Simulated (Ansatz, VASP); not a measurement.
## Al2Au: VASP beside Ansatz

Contents of INCAR:

```
SYSTEM = Al2Au
PREC = Accurate
ENCUT = 520
EDIFF = 1E-6
ISMEAR = -1
SIGMA = 0.1
LREAL = .FALSE.
LASPH = .TRUE.
NELM = 80
ALGO = Normal
ISIF = 2
LWAVE = .FALSE.
LCHARG = .TRUE.
GGA = CA
LELF = .TRUE.
LVHAR = .TRUE.
NBANDS = 16
```

KPOINTS

```
Automatic mesh
0
G
  10 10 10
  0 0 0
```

POSCAR

```
Al2Au
1.0
    0.0000000000      2.9788460569      2.9788460569
    2.9788460569      0.0000000000      2.9788460569
    2.9788460569      2.9788460569      0.0000000000
Al Au
2 1
Direct
    0.2500000000      0.2500000000      0.2500000000
    0.7500000000      0.7500000000      0.7500000000
    0.0000000000      0.0000000000      0.0000000000
```

Input for Ansatz:

```yaml
crystal:
  lattice:
    - [0.0, 2.97884605687, 2.97884605687]
    - [2.97884605687, 0.0, 2.97884605687]
    - [2.97884605687, 2.97884605687, 0.0]
  atoms:
    - { symbol: Al, position: [0.25, 0.25, 0.25] }
    - { symbol: Al, position: [0.75, 0.75, 0.75] }
    - { symbol: Au, position: [0.0, 0.0, 0.0] }
kpoints:
  mp_grid: { grid: [10, 10, 10] }
scf:
  occupations: { method: fermi_dirac, width: 0.1 }
hamiltonian:
  xc: lda
  pseudopotentials: { kind: all_electron, lapw: { basis_error: 0.001 } }
output:
  forces: true
  stress: true
  eigenvalues: true
  eigenstates:
    nscf_kmesh: { grid: [14, 14, 14] }
    de_dk: true
    e_range: [-14, 14]
  optics:
    e_range: [0, 30]
    de: 0.2
    sigma: 0.15
    bands: { spectra_wanted_up_to: 30 }
    nscf_kmesh: { grid: [14, 14, 14] }
    drude_damping: 0.03
checkpoint:
  write: ck
  write_wavefunctions: false
```

Alike in both runs: task single point; functional LDA; k mesh 10 × 10 × 10; occupations fermi-dirac, width 0.1 eV; no spin polarisation.

|  | VASP | Ansatz |
| --- | --- | --- |
| version | VASP 6.6.1 | Ansatz 0.2.0 |
| potentials or method | VASP PAW LDA potentials, release 64 (Al, Au) | all-electron LAPW, scalar-relativistic |
| plane-wave cutoff (eV) | 520 | see its input |

|  | VASP | Ansatz | Ansatz less VASP |
| --- | --- | --- | --- |
| pressure (GPa) | 0.2 | 0.0 | -0.22 |

Ansatz ran all-electron here, so the differences hold the error of VASP's frozen core and of both bases. Ansatz warned: «optics_on_partly_filled_bands».

The runs have no spin-orbit coupling, so splittings on Au are missing.
